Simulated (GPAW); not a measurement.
The system is ZrC.

```
CELL_PARAMETERS angstrom
0.00000 2.36500 2.36500
2.36500 0.00000 2.36500
2.36500 2.36500 0.00000
ATOMIC_POSITIONS crystal
Zr 0.50000 0.50000 0.50000
C 0.00000 0.00000 0.00000
```

| Property | Result |
| --- | --- |
| Program | GPAW 26.7.0 |
| Task | relaxation of cell and atoms |
| Functional | PBEsol |
| Potentials or basis | PAW data sets generated in the run's folder for this functional |
| Cutoff | 800 eV |
| Basis | pw |
| k mesh | 10 × 10 × 10 |
| Occupations | fermi-dirac, width 0.05 eV |
| Spin | no spin polarisation |

At the start: pressure -9.3 GPa; volume 13.23 Å³/atom.

Q: How do energy, volume and symmetry change on relaxing?

A: Over 4 steps the energy falls by 16.1 meV/atom and the volume is 12.67 Å³/atom (-4.2 %); space group Fm-3m (No. 225, to 0.05 Å).

The path:
| step | energy change (eV) | largest force (eV/Å) | pressure (GPa) | volume (Å³) |
| --- | --- | --- | --- | --- |
| 1 | 0.0000 | 0.0000 | -9.31 | 26.46 |
| 2 | -0.0202 | 0.0000 | -5.93 | 26.02 |
| 3 | -0.0321 | 0.0000 | 0.28 | 25.31 |
| 4 | -0.0322 | 0.0000 | -0.01 | 25.35 |

Final structure:
```xyz
2
Lattice="0.0000 2.3314 2.3314 2.3314 0.0000 2.3314 2.3314 2.3314 0.0000" Properties=species:S:1:pos:R:3 pbc="T T T"
Zr    2.3314    2.3314    2.3314
C     0.0000    0.0000    0.0000
```

Caveat: later steps reuse the first step's grids.
